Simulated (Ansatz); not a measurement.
A set of 6 zincblende compounds, relaxed and computed with r2SCAN in the PAW code Ansatz: least direct gap and electronic dielectric constant; one is withheld. Calculated for a static, non-magnetic cell.

| solid | a (Å) | direct gap (eV) | ε∞ | ln E | ln ε∞ |
| --- | --- | --- | --- | --- | --- |
| GaAs | 5.666 | 0.96 | 11.63 | -0.041 | 2.454 |
| InP | 5.908 | 1.03 | 9.73 | 0.030 | 2.275 |
| AlAs | 5.678 | 2.63 | 8.21 | 0.967 | 2.105 |
| BAs | 4.784 | 3.44 | 9.32 | 1.235 | 2.232 |
| AlP | 5.479 | 3.91 | 7.32 | 1.364 | 1.991 |

**Moss's rule says that n⁴E_g, that is ε∞²E_g, is constant. Test it on these rows.** GaAs 11.63² × 0.96 = 130; InP 9.73² × 1.03 = 98; AlAs 8.21² × 2.63 = 177; BAs 9.32² × 3.44 = 299; AlP 7.32² × 3.91 = 210 eV. The largest is 3.05 times the smallest, so for these computed values it doesn't hold. Semilocal gaps are too small, so these products can't be set against Moss's 95 eV.

**Fit ln ε∞ = a ln E + b instead, E being the direct gap.** With x = ln E and y = ln ε∞: n = 5, Σx = 3.555, Σy = 11.057, Σx² = 4.323, Σxy = 7.475; a = -0.215 ± 0.086, b = 2.364. Moss's −0.5 lies outside twice the error.

**GaN has a direct gap of 2.17 eV. Predict its ε∞.** exp(-0.215 × 0.775 + 2.364) = 9.00; the run gives 5.50. The miss, -39 %, is larger than any residual of the fit (largest residual 14 %).

Spin-orbit coupling is left out, which matters wherever the heavy atoms make up the band edges.
